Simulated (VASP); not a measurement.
Input of a VASP 6.6.1 run:

Contents of INCAR:

```
ALGO = Normal
EDIFF = 1E-6
ENCUT = 520
ISIF = 2
ISMEAR = -1
LASPH = True
LCHARG = False
LMAXMIX = 4
LMIXTAU = True
LREAL = False
LWAVE = False
METAGGA = RTPSS
NBANDS = 12
NELM = 100
PREC = Accurate
SIGMA = 0.05
```

KPOINTS

```
k-points
0
Gamma
  13 13 13
```

The input POSCAR:

```
Cu
1.0
    0.0000000000      1.8075000000      1.8075000000
    1.8075000000      0.0000000000      1.8075000000
    1.8075000000      1.8075000000      0.0000000000
Cu
1
Direct
    0.0000000000      0.0000000000      0.0000000000
```

The input KPOINTS_OPT:

```
path GXWKGLUWLK,UX
10
line-mode
reciprocal
 0.0000000000  0.0000000000  0.0000000000  G
 0.5000000000  0.0000000000  0.5000000000  X

 0.5000000000  0.0000000000  0.5000000000  X
 0.5000000000  0.2500000000  0.7500000000  W

 0.5000000000  0.2500000000  0.7500000000  W
 0.3750000000  0.3750000000  0.7500000000  K

 0.3750000000  0.3750000000  0.7500000000  K
 0.0000000000  0.0000000000  0.0000000000  G

 0.0000000000  0.0000000000  0.0000000000  G
 0.5000000000  0.5000000000  0.5000000000  L

 0.5000000000  0.5000000000  0.5000000000  L
 0.6250000000  0.2500000000  0.6250000000  U

 0.6250000000  0.2500000000  0.6250000000  U
 0.5000000000  0.2500000000  0.7500000000  W

 0.5000000000  0.2500000000  0.7500000000  W
 0.5000000000  0.5000000000  0.5000000000  L

 0.5000000000  0.5000000000  0.5000000000  L
 0.3750000000  0.3750000000  0.7500000000  K

 0.6250000000  0.2500000000  0.6250000000  U
 0.5000000000  0.0000000000  0.5000000000  X
```

Potentials or basis: VASP PAW PBE potentials, release 64 (Cu).

Launch:

```bash
$ cat potpaw_PBE.64/Cu/POTCAR > POTCAR
$ mpirun -np 1 vasp_std > vasp.out
```

Problem. Estimate the pressure.

Solution. -6.4 GPa.

Problem. What does it give for the band gap along the path?

Solution. None (metal or under the smearing width).

Levels at the corners of the path, in eV from the Fermi level:
```tsv
point	band 3	band 4	band 5	band 6	band 7	band 8
Γ	-3.20	-3.20	-2.38	-2.38	22.27	25.10
X	-1.83	-1.66	-1.66	1.32	6.93	12.94
X	-1.83	-1.66	-1.66	1.32	6.93	12.94
W	-3.71	-2.43	-1.66	6.03	6.03	8.04
W	-3.71	-2.43	-1.66	6.03	6.03	8.04
K	-2.94	-2.25	-1.86	4.16	5.54	7.68
K	-2.94	-2.25	-1.86	4.16	5.54	7.68
Γ	-3.20	-3.20	-2.38	-2.38	22.27	25.10
Γ	-3.20	-3.20	-2.38	-2.38	22.27	25.10
L	-3.24	-1.81	-1.81	-1.22	3.62	20.70
L	-3.24	-1.81	-1.81	-1.22	3.62	20.70
U	-2.94	-2.25	-1.86	4.16	5.54	7.68
U	-2.94	-2.25	-1.86	4.16	5.54	7.68
W	-3.71	-2.43	-1.66	6.03	6.03	8.04
W	-3.71	-2.43	-1.66	6.03	6.03	8.04
L	-3.24	-1.81	-1.81	-1.22	3.62	20.70
L	-3.24	-1.81	-1.81	-1.22	3.62	20.70
K	-2.94	-2.25	-1.86	4.16	5.54	7.68
U	-2.94	-2.25	-1.86	4.16	5.54	7.68
X	-1.83	-1.66	-1.66	1.32	6.93	12.94
```

Caveat: the PAW data sets were made with another functional, which shifts forces and pressure a little.
